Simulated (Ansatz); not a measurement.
## A defect in a wire: Mo wire along [100], 4 atoms a period, Fe placed on top of one Mo

Wanted: the relaxed defect and the transmission past it, beside the channels of the perfect wire.

Method: DFT PBE, plane waves, PAW; relaxation of a wire's period, in the first sound run; inputs show where later runs differ, in Ansatz 0.2.0.

## Step 1: Starting point

The cell holds 4 atoms: 4 Mo. Its edges and angles: a = 9.960 Å, b = 9.960 Å, c = 3.160 Å, α = 90.0°, β = 90.0°, γ = 90.0°. Vacuum lies along a and b. The structure's axis is c.

Coordinates:

```cif
data_structure
_symmetry_space_group_name_H-M 'P 1'
_symmetry_Int_Tables_number 1
_cell_length_a 9.9600
_cell_length_b 9.9600
_cell_length_c 3.1600
_cell_angle_alpha 90.000
_cell_angle_beta 90.000
_cell_angle_gamma 90.000
_cell_volume 313.48
loop_
_atom_site_label
_atom_site_type_symbol
_atom_site_fract_x
_atom_site_fract_y
_atom_site_fract_z
_atom_site_occupancy
Mo1 Mo 0.34137 0.50000 0.00000 1
Mo2 Mo 0.65863 0.50000 0.00000 1
Mo3 Mo 0.50000 0.34137 0.50000 1
Mo4 Mo 0.50000 0.65863 0.50000 1
```

## Step 2: Relaxing the period

Band widths follow the bond lengths, so the wire is relaxed first. The atoms and the third cell vector are free; the box across stays fixed as vacuum. A Fermi-Dirac smearing is set since the result may be a metal. The pressure printed is a third of the stress's trace over the whole box, vacuum included; only the stress along the axis is relaxed.

The input, input.yaml:

```yaml
crystal:
  lattice:
    - [9.96, 0.0, 0.0]
    - [0.0, 9.96, 0.0]
    - [0.0, 0.0, 3.16]
  atoms:
    - { symbol: Mo, position: [0.341365462, 0.5, 0.0] }
    - { symbol: Mo, position: [0.658634538, 0.5, 0.0] }
    - { symbol: Mo, position: [0.5, 0.341365462, 0.5] }
    - { symbol: Mo, position: [0.5, 0.658634538, 0.5] }
kpoints:
  mp_grid: { grid: [1, 1, 26] }
scf:
  occupations: { method: fermi_dirac, width: 0.05 }
hamiltonian:
  xc: pbe
relax:
  cell: { fix: [a, b, alpha, beta, gamma] }
  max_steps: 60
```

Run with:

```console
$ ansatz run input.yaml --threads 4 --pin off --max-ram 16384MiB --backend cpu --events-out ev --progress --plain --runs-dir out
```

Numbers of over 12 decimals in the logs are rounded to 6 here.

Output:

```text
Engine: ansatz 0.2.0, aarch64-unknown-linux-gnu
Pseudopotentials: kind: paw
Pseudopotential: Mo, paw, valence charge 14, recommended cutoff 420 eV (normal), Mo.paw.azcp
Functional definition: PBE
  parameter kappa = 0.804
  parameter beta = 0.066725
  exchange = pbe_x(kappa = kappa, mu = beta*pi^2/3)
  correlation = pbe_c(beta = beta)
Crystal: 4 atoms, lattice volume = 313.477 Å³
Basis set: ecut = 420 eV, 6175 PW (Γ), exchange–correlation on 144×144×48 points (8 copies of the dense FFT grid, shifted against one another)
Bands: 34, of which v1, the nominal top of the filled ones, is band 28 counted from 1 (27 counted from 0)
Symmetry: 16 space group operations
Space group: P42/mmc (ITA 131), of the structure as read, at distance tolerance 6.8e-5 Å
k-points: 14 of 26
Non-local potential: Mo, projectors of the file, l = 0: 3, l = 1: 2, l = 2: 2, l = 3: 1
PAW form: soft (Blöchl's): semilocal exchange-correlation on the pseudo side does not see the compensation charge
PAW one-centre angular grid: Mo, 590 points (default); XC on 64 Gauss nodes
Initial density: superposition of atomic densities (neutral atoms: chi_scale 0, normalization atom), corrected by the library's trained network
Initial wavefunctions: pseudopotential atomic-orbital guess
Functional: x = pbe(κ = 0.804, μ = 0.219515), c = pbe(β = 0.066725)
SCF iter   1: F=—  HF=-19813.588440 eV  |F-HF|=—  |Δ(HF+E_count)|=         —  Δρ=7.30e-3  dr2=9.45e-2  ethr=1.77e-3  ⟨swp⟩=7.4  Hψ=4285  notcnv=0
automatic band count: the SCF goes on with 40 bands, as 34 were too few: the levels above may hold too much charge
preconditioner: auto → LDOS  [metal: Δε(μ)=0.102 eV  Ē_g=3.227 eV  σ=0.050 eV  W_gap=0.40  n_scr=38 (ndim 8)  ℏωp=10.3 eV  f_vac=0.588  D(μ)=6.45/eV (n_scr^D=28)  β→1.0]
SCF iter   2: F=—  HF=-19813.596051 eV  |F-HF|=—  |Δ(HF+E_count)|=   7.61e-3  Δρ=3.40e-3  dr2=4.15e-2  ethr=1.69e-4  ⟨swp⟩=3.0  Hψ=1225  notcnv=0  defer=8
SCF iter   3: F=—  HF=-19813.590128 eV  |F-HF|=—  |Δ(HF+E_count)|=   5.92e-3  Δρ=1.18e-3  dr2=1.44e-2  ethr=7.41e-5  ⟨swp⟩=2.8  Hψ=1045  notcnv=0  defer=8
SCF iter   4: F=—  HF=-19813.589167 eV  |F-HF|=—  |Δ(HF+E_count)|=   9.62e-4  Δρ=7.44e-4  dr2=1.72e-3  ethr=2.57e-5  ⟨swp⟩=2.0  Hψ=808  notcnv=0  defer=8
SCF iter   5: F=—  HF=-19813.588937 eV  |F-HF|=—  |Δ(HF+E_count)|=   2.30e-4  Δρ=1.89e-4  dr2=2.83e-4  ethr=3.07e-6  ⟨swp⟩=2.1  Hψ=713  notcnv=0  defer=8
SCF iter   6: F=—  HF=-19813.589031 eV  |F-HF|=—  |Δ(HF+E_count)|=   9.45e-5  Δρ=4.39e-5  dr2=6.90e-6  ethr=5.06e-7  ⟨swp⟩=2.0  Hψ=723  notcnv=0  defer=8
SCF iter   7: F=—  HF=-19813.589250 eV  |F-HF|=—  |Δ(HF+E_count)|=   2.19e-4  Δρ=1.24e-5  dr2=5.84e-7  ethr=1.23e-8  ⟨swp⟩=2.4  Hψ=972  notcnv=0  defer=8
SCF iter   8: F=-19813.589251 eV  HF=-19813.589251 eV  |F-HF|=5.24e-10  |Δ(HF+E_count)|=   1.08e-6  Δρ=3.95e-6  dr2=9.55e-8  ethr=1.79e-10  ⟨swp⟩=5.1  Hψ=1959  notcnv=0
SCF 1 converged in 8 iterations: F = -19813.589251 eV  dr2 = 9.55e-8
  greatest PAW one-centre occupation: 0.998 electrons in one spin orbital (limit 2), on the Mo atom at site 3 (counted from 0), in its partial waves of l = 0
relax step   1: F+E_penalty+E_count = -19813.58925117 eV  Δ(F+E_penalty+E_count) = +0.000e0 eV  max|allowed force component| = 4.075e0 eV/Å  Δτ_max = 0.0000 Å  P = -6.608 GPa  Ω = 313.477 Å³  fix = [a, b, alpha, beta, gamma]  reactions: a -6.608, b -6.608 GPa  (8 SCF iters, dr2 threshold 1.00e-7 eV, accepted)
Crystal: 4 atoms, lattice volume = 309.297 Å³
Basis set: ecut = 420 eV, 6103 PW (Γ), exchange–correlation on 144×144×48 points (8 copies of the dense FFT grid, shifted against one another)
Bands: 40, of which v1, the nominal top of the filled ones, is band 28 counted from 1 (27 counted from 0)
Initial density: handed on by an earlier stage of this run
Initial wavefunctions: those handed on with the density
iter 1 solved again at ethr=2.06e-3 eV; its pass at ethr=3.10e-3 eV (dr2=1.15e0 eV) is discarded
SCF iter   1: F=—  HF=-19815.483515 eV  |F-HF|=—  |Δ(HF+E_count)|=         —  Δρ=1.67e-2  dr2=1.18e0  ethr=2.06e-3  ⟨swp⟩=1.3  Hψ=2918  notcnv=0
preconditioner: auto → LDOS  [metal: Δε(μ)=0.127 eV  Ē_g=4.264 eV  σ=0.050 eV  W_gap=0.47  n_scr=38 (ndim 8)  ℏωp=10.3 eV  f_vac=0.629  D(μ)=2.43/eV (n_scr^D=8)  β→1.0]
SCF iter   2: F=—  HF=-19815.638691 eV  |F-HF|=—  |Δ(HF+E_count)|=   1.55e-1  Δρ=1.15e-2  dr2=1.86e0  ethr=2.06e-3  ⟨swp⟩=4.1  Hψ=1384  notcnv=0
SCF iter   3: F=—  HF=-19815.349928 eV  |F-HF|=—  |Δ(HF+E_count)|=   2.89e-1  Δρ=2.47e-3  dr2=2.85e-2  ethr=2.06e-3  ⟨swp⟩=2.9  Hψ=1045  notcnv=0  defer=30
SCF iter   4: F=—  HF=-19815.351212 eV  |F-HF|=—  |Δ(HF+E_count)|=   1.28e-3  Δρ=6.61e-4  dr2=1.50e-3  ethr=5.08e-5  ⟨swp⟩=2.6  Hψ=1035  notcnv=0  defer=30
SCF iter   5: F=—  HF=-19815.351844 eV  |F-HF|=—  |Δ(HF+E_count)|=   6.32e-4  Δρ=2.20e-4  dr2=1.75e-4  ethr=2.68e-6  ⟨swp⟩=3.0  Hψ=1060  notcnv=0  defer=30
SCF iter   6: F=—  HF=-19815.352242 eV  |F-HF|=—  |Δ(HF+E_count)|=   3.98e-4  Δρ=7.30e-5  dr2=1.53e-5  ethr=3.12e-7  ⟨swp⟩=2.5  Hψ=813  notcnv=0  defer=29
SCF iter   7: F=-19815.352246 eV  HF=-19815.352246 eV  |F-HF|=7.37e-7  |Δ(HF+E_count)|=   3.81e-6  Δρ=1.40e-5  dr2=3.27e-7  ethr=7.14e-10  ⟨swp⟩=4.1  Hψ=2542  notcnv=0
SCF 2 converged in 7 iterations: F = -19815.352246 eV  dr2 = 3.27e-7
  greatest PAW one-centre occupation: 0.999 electrons in one spin orbital (limit 2), on the Mo atom at site 3 (counted from 0), in its partial waves of l = 0
relax step   2: F+E_penalty+E_count = -19815.35224641 eV  Δ(F+E_penalty+E_count) = -1.763e0 eV  max|allowed force component| = 7.673e-1 eV/Å  Δτ_max = 0.1953 Å  P = +0.274 GPa  Ω = 309.297 Å³  energy of the carried Pulay correction = +2.012e-4 eV  fix = [a, b, alpha, beta, gamma]  reactions: a +1.070, b +1.070 GPa  (7 SCF iters, dr2 threshold 4.00e-7 eV, accepted)
Crystal: 4 atoms, lattice volume = 294.792 Å³
Basis set: ecut = 420 eV, 5741 PW (Γ), exchange–correlation on 144×144×48 points (8 copies of the dense FFT grid, shifted against one another)
iter 1 solved again at ethr=8.25e-5 eV; its pass at ethr=3.10e-3 eV (dr2=4.62e-2 eV) is discarded
SCF iter   1: F=—  HF=-19815.336983 eV  |F-HF|=—  |Δ(HF+E_count)|=         —  Δρ=5.07e-3  dr2=4.72e-2  ethr=8.25e-5  ⟨swp⟩=1.9  Hψ=3140  notcnv=0
preconditioner: auto → LDOS  [insulator: Δε(μ)=0.199 eV  Ē_g=4.150 eV  σ=0.050 eV  W_gap=0.51  n_scr=36 (ndim 8)  ℏωp=10.6 eV  f_vac=0.611  D(μ)=5.79/eV (n_scr^D=24)  ε∞_Penn≈7.5  β→1.0]
SCF iter   2: F=—  HF=-19815.330334 eV  |F-HF|=—  |Δ(HF+E_count)|=   6.65e-3  Δρ=1.65e-3  dr2=6.20e-3  ethr=8.25e-5  ⟨swp⟩=3.0  Hψ=1177  notcnv=0
SCF iter   3: F=—  HF=-19815.330461 eV  |F-HF|=—  |Δ(HF+E_count)|=   1.27e-4  Δρ=5.57e-4  dr2=1.73e-3  ethr=1.11e-5  ⟨swp⟩=2.1  Hψ=1120  notcnv=0
SCF iter   4: F=—  HF=-19815.330361 eV  |F-HF|=—  |Δ(HF+E_count)|=   1.00e-4  Δρ=2.89e-4  dr2=4.51e-4  ethr=3.09e-6  ⟨swp⟩=2.4  Hψ=853  notcnv=0
SCF iter   5: F=—  HF=-19815.330333 eV  |F-HF|=—  |Δ(HF+E_count)|=   2.84e-5  Δρ=9.82e-5  dr2=2.76e-5  ethr=8.05e-7  ⟨swp⟩=2.5  Hψ=902  notcnv=0
SCF iter   6: F=—  HF=-19815.330571 eV  |F-HF|=—  |Δ(HF+E_count)|=   2.38e-4  Δρ=3.92e-5  dr2=4.03e-6  ethr=4.93e-8  ⟨swp⟩=2.2  Hψ=857  notcnv=0
SCF iter   7: F=-19815.330576 eV  HF=-19815.330576 eV  |F-HF|=3.23e-7  |Δ(HF+E_count)|=   4.89e-6  Δρ=8.25e-6  dr2=2.46e-7  ethr=7.14e-10  ⟨swp⟩=4.0  Hψ=2339  notcnv=0
SCF 3 converged in 7 iterations: F = -19815.330576 eV  dr2 = 2.46e-7
relax step   3: F+E_penalty+E_count = -19815.33057584 eV  Δ(F+E_penalty+E_count) = +2.167e-2 eV  max|allowed force component| = 3.877e-1 eV/Å  Δτ_max = 0.0539 Å  P = +0.346 GPa  Ω = 294.792 Å³  energy of the carried Pulay correction = +9.209e-4 eV  fix = [a, b, alpha, beta, gamma]  (7 SCF iters, dr2 threshold 4.00e-7 eV, rejected (line search))
[...]
relax step   4: F+E_penalty+E_count = -19815.41602511 eV  Δ(F+E_penalty+E_count) = -6.378e-2 eV  max|allowed force component| = 1.822e-1 eV/Å  Δτ_max = 0.0329 Å  P = -0.243 GPa  Ω = 303.386 Å³  energy of the carried Pulay correction = +4.904e-4 eV  fix = [a, b, alpha, beta, gamma]  reactions: a -0.303, b -0.303 GPa  (10 SCF iters, accepted)
[...]
relax step   5: F+E_penalty+E_count = -19815.41787566 eV  Δ(F+E_penalty+E_count) = -1.851e-3 eV  max|allowed force component| = 1.478e-2 eV/Å  Δτ_max = 0.0054 Å  P = +0.028 GPa  Ω = 303.229 Å³  energy of the carried Pulay correction = +4.982e-4 eV  fix = [a, b, alpha, beta, gamma]  reactions: a -0.009, b -0.009 GPa  (5 SCF iters, dr2 threshold 4.00e-7 eV, accepted)
[...]
relax step   6: F+E_penalty+E_count = -19815.41792617 eV  Δ(F+E_penalty+E_count) = -5.051e-5 eV  max|allowed force component| = 1.315e-2 eV/Å  Δτ_max = 0.0004 Å  P = -0.013 GPa  Ω = 303.571 Å³  energy of the carried Pulay correction = +4.813e-4 eV  fix = [a, b, alpha, beta, gamma]  reactions: a -0.012, b -0.012 GPa  (5 SCF iters, dr2 threshold 2.53e-8 eV, accepted)
[...]
relax step   7: F+E_penalty+E_count = -19815.41794674 eV  Δ(F+E_penalty+E_count) = -2.057e-5 eV  max|allowed force component| = 2.691e-4 eV/Å  Δτ_max = 0.0005 Å  P = -0.021 GPa  Ω = 303.490 Å³  energy of the carried Pulay correction = +4.853e-4 eV  fix = [a, b, alpha, beta, gamma]  reactions: a -0.031, b -0.031 GPa  (5 SCF iters, dr2 threshold 1.08e-8 eV, accepted)
Initial wavefunctions: pseudopotential atomic-orbital guess (no wavefunctions were taken with the density)
iter 1 solved again at ethr=2.58e-7 eV; its pass at ethr=3.10e-3 eV (dr2=1.44e-4 eV) is discarded
SCF iter   1: F=—  HF=-19815.417141 eV  |F-HF|=—  |Δ(HF+E_count)|=         —  Δρ=4.20e-5  dr2=7.49e-7  ethr=2.58e-7  ⟨swp⟩=4.0  Hψ=4093  notcnv=0
SCF iter   2: F=—  HF=-19815.417342 eV  |F-HF|=—  |Δ(HF+E_count)|=   2.01e-4  Δρ=7.47e-6  dr2=1.82e-7  ethr=1.34e-9  ⟨swp⟩=2.8  Hψ=1016  notcnv=0
SCF iter   3: F=—  HF=-19815.417342 eV  |F-HF|=—  |Δ(HF+E_count)|=   3.14e-8  Δρ=3.34e-6  dr2=1.07e-7  ethr=3.24e-10  ⟨swp⟩=2.8  Hψ=1114  notcnv=0
SCF iter   4: F=—  HF=-19815.417342 eV  |F-HF|=—  |Δ(HF+E_count)|=   2.04e-8  Δρ=1.16e-6  dr2=4.06e-9  ethr=1.91e-10  ⟨swp⟩=2.0  Hψ=730  notcnv=0
SCF iter   5: F=—  HF=-19815.417342 eV  |F-HF|=—  |Δ(HF+E_count)|=   1.32e-9  Δρ=2.51e-7  dr2=2.61e-10  ethr=7.24e-12  ⟨swp⟩=3.0  Hψ=1108  notcnv=0
SCF iter   6: F=-19815.417342 eV  HF=-19815.417342 eV  |F-HF|=1.09e-11  |Δ(HF+E_count)|=  4.37e-11  Δρ=5.07e-8  dr2=8.26e-12  ethr=1.00e-12  ⟨swp⟩=5.3  Hψ=1933  notcnv=0
SCF 8 converged in 6 iterations: F = -19815.417342 eV  dr2 = 8.26e-12
relax step   8: F+E_penalty+E_count = -19815.41734179 eV  Δ(F+E_penalty+E_count) = +6.050e-4 eV  max|allowed force component| = 7.388e-5 eV/Å  Δτ_max = 0.0000 Å  P = -0.019 GPa  Ω = 303.490 Å³  fix = [a, b, alpha, beta, gamma]  reactions: a -0.029, b -0.029 GPa  stress off target by 1.80e-3 GPa on what of the cell is left free  SCF on the basis re-selected at this cell (its energy is not comparable with the rows above)  (6 SCF iters)
basis re-selected at this cell: Δ(F+E_penalty+E_count) = +6.050e-4 eV, ΔP = +0.002 GPa vs the last step (what re-selecting the basis moved, of the pressure what is left beyond the Pulay correction that the steps carried, after the strain that the cell walked since its last selection, with what the two solves' SCF thresholds leave and, on support functions, any second-order correction that the steps lacked; it is no m [...]
SCF converged after 6 iterations
Free energy (F): -19815.417342 eV
Harris-Foulkes:  -19815.417342 eV  (|F-HF|=1.09e-11)
Internal energy: -19815.390416 eV  (E = F + TS)
E sigma→0 (E₀):  -19815.403879 eV
Entropy (-TS):   -0.026926 eV (-6.732 meV/atom)
Fermi energy:    1.854348 eV
--- Per-component energies (eV) ---
  E_band       = -1290.294621
  E_kinetic    = 1764.284208
  E_local      = -18906.006172  (includes V_loc(G=0)·N_el)
  E_nonlocal   = 583.760839
  E_hartree    = 8377.654753
  E_xc         = -726.745308
  E_vxc        = -906.018923  (∫ρ·V_xc dr)
  E_paw        = -12809.061963  (= ΣΔE_a)
  E_vpaw       = -581.624140  (= ΣTr[D̂ρ^β])
  E_aug_tail   = 0.000165  (compensation charges beyond the density's cutoff)
  E_ewald      = 1900.723063
  E_smearing   = -0.026926  (= −TS)
  E_closure    = -0.000000  (closes the sum)
  Σ components = -19815.417342   (vs F -19815.417342, Δ=0.00e0)
--- Forces (eV/Å), atoms counted from 1 ---
  atom   1  Mo     0.00007388     0.00000000     0.00000000
  atom   2  Mo    -0.00007388     0.00000000     0.00000000
  atom   3  Mo    -0.00000000     0.00007388     0.00000000
  atom   4  Mo    -0.00000000    -0.00007388     0.00000000
  max |Σ_I F_I| component: 4.07e-20 eV/Å
--- Stress (GPa, compression-positive) ---
       -0.028881       0.000000       0.000000
        0.000000      -0.028881       0.000000
        0.000000       0.000000       0.001804
  P = ⅓ Tr σ = -0.0187 GPa (-0.187 kbar)
--- Relaxed structure (7 steps of the walk, 6 accepted, 1 SCFs on fresh bases) ---
  F+E_penalty+E_count = -19815.41734179 eV   max|allowed force component| = 7.388e-5 eV/Å   (the final SCF, on the basis selected at the relaxed cell)
  cell:  # Å, volume = 303.4898 Å³
    - [9.96, 0.0, 0.0]
    - [0.0, 9.96, 0.0]
    - [0.0, 0.0, 3.059324]
  atoms:
    - { symbol: Mo, position: [0.358204, 0.5, 0.0] }
    - { symbol: Mo, position: [0.641796, 0.5, 0.0] }
    - { symbol: Mo, position: [0.5, 0.358204, 0.5] }
    - { symbol: Mo, position: [0.5, 0.641796, 0.5] }
```

Run time: 20 s. Hardware: 4 threads of Arm Neoverse V1, shared host; peak memory 0.7 GiB.

The steps of the relaxation:

```
step  energy less that of the first step (eV)  largest force component (eV/Å)  pressure (GPa)  volume (Å³)
   1                                   0.0000                          4.0753           -6.61       313.48
   2                                  -1.7630                          0.7673            0.27       309.30
   3                                  -1.7413                          0.3877            0.35       294.79
   4                                  -1.8268                          0.1822           -0.24       303.39
   5                                  -1.8286                          0.0148            0.03       303.23
   6                                  -1.8287                          0.0132           -0.01       303.57
   7                                  -1.8287                          0.0003           -0.02       303.49
  8*                                  -1.8281                          0.0001           -0.02       303.49
```

Relaxation steps marked * repeat the geometry before them on a plane-wave basis chosen anew for their cell, so energy and pressure can jump there. Relaxation step 3 was tried and not accepted.

Forces are held to the 16 operations that the run works with; a distortion that breaks them can't arise in this run.

```
cell as run  before  after  change
      c (Å)   3.160  3.059  -3.2 %
```

The atoms that moved most (Å, along periodic axes as changes of fractional coordinates times the final cell, across vacuum about the mean position):

```
atom      dx      dy     dz  length
 Mo1   0.168   0.000  0.000   0.168
 Mo2  -0.168   0.000  0.000   0.168
 Mo3   0.000   0.168  0.000   0.168
 Mo4   0.000  -0.168  0.000   0.168
```

Final coordinates:

```xyz
4
Lattice="9.9600 0.0000 0.0000 0.0000 9.9600 0.0000 0.0000 0.0000 3.0593" Properties=species:S:1:pos:R:3
Mo    3.5677    4.9800    0.0000
Mo    6.3923    4.9800    0.0000
Mo    4.9800    3.5677    1.5297
Mo    4.9800    6.3923    1.5297
```

Numbers from this step:

```yaml
energy_at_zero_smearing: -19815.4039 eV
cell_length_along_the_wire: 3.059 Å
```

The cell's length comes to 3.059 Å with spin left out.

(Part 1 of 5 ends here.)

[Logs are printed without paths, hosts, clocks, repeated set-up lines and the standing remarks that a program may print on its own settings, such as how far it seeks lower states.]

[Hosts, paths, dates, database ids (printed as entryN), source tags and the programs' standing remarks are cut or masked in the printed files.]
